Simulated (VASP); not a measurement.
A calculation with VASP 6.6.1 of N (ASE script, structure from a POSCAR):

Contents of run.py:

```python
from ase.calculators.vasp import Vasp
from ase.dft.bandgap import bandgap
from ase.io import read

atoms = read('POSCAR')
calc = Vasp(
    directory='calc',
    xc='pbesol',
    pp='PBE',
    setups='recommended',
    pp_version='54',
    prec='Accurate',
    encut=520,
    ediff=1e-07,
    ismear=0,
    sigma=0.02,
    lreal=False,
    lasph=True,
    nelm=60,
    algo='Normal',
    isif=2,
    lwave=False,
    lcharg=False,
    kpts=[7, 7, 5],
    gamma=True,
    nbands=18,
)
atoms.calc = calc

print('energy (eV):', atoms.get_potential_energy())
print('free energy (eV):', atoms.get_potential_energy(force_consistent=True))
print('forces (eV/A):')
print(atoms.get_forces())
print('stress (eV/A^3, Voigt):', atoms.get_stress())
print('Fermi level (eV):', calc.get_fermi_level())
gap, top, bottom = bandgap(calc)
print('band gap (eV):', gap, 'from (spin, k, band)', top, 'to', bottom)
```

POSCAR

```
N
1.0
    4.0840619700      0.0000000000      0.0000000000
    0.0000000000      4.0840619700      0.0000000000
    0.0000000000      0.0000000000      5.3459132500
N
4
Direct
    0.4042752000      0.5957248000      0.5000000000
    0.0957248000      0.0957248000      0.0000000000
    0.5957248000      0.4042752000      0.5000000000
    0.9042752000      0.9042752000      0.0000000000
```

Potentials or basis: VASP PAW PBE potentials, release 54 (N).

Launch:

```console
$ python run.py
```

Write the same calculation in another form: native input, structure from a POSCAR.

As run:

INCAR

```
SYSTEM = N
ALGO = Normal
EDIFF = 1E-7
ENCUT = 520
GGA = PS
ISIF = 2
ISMEAR = 0
LASPH = .TRUE.
LCHARG = .FALSE.
LREAL = .FALSE.
LWAVE = .FALSE.
NELM = 100
PREC = Accurate
SIGMA = 0.02
```

File KPOINTS:

```
k-points
0
G
  7 7 5
  0 0 0
```

POSCAR

```
N
1.0
    4.0840619700      0.0000000000      0.0000000000
    0.0000000000      4.0840619700      0.0000000000
    0.0000000000      0.0000000000      5.3459132500
N
4
Direct
    0.4042752000      0.5957248000      0.5000000000
    0.0957248000      0.0957248000      0.0000000000
    0.5957248000      0.4042752000      0.5000000000
    0.9042752000      0.9042752000      0.0000000000
```

Potentials or basis: VASP PAW PBE potentials, release 54 (N).

The run is started by

```sh
$ cat potpaw_PBE.54/N/POTCAR > POTCAR
$ mpirun -np 1 vasp_std > vasp.out
```

Both were run:

|  | ASE script, structure from a POSCAR | native input, structure from a POSCAR |
| --- | --- | --- |
| Pressure | 1.2 GPa | 1.2 GPa |
| Largest force | 0.867 eV/Å | 0.868 eV/Å |
| Band gap on the k mesh | 6.85 eV, indirect (least direct gap 7.03 eV) | 6.85 eV, indirect (least direct gap 7.03 eV) |

Keys that steer only the numerical path or the files written may differ.

Caveat: the standard files for N, O and F lose accuracy on very short bonds; the PAW data sets were made with another functional, which shifts forces and pressure a little; an odd mesh through Γ misses points on the zone boundary, where band edges often lie.
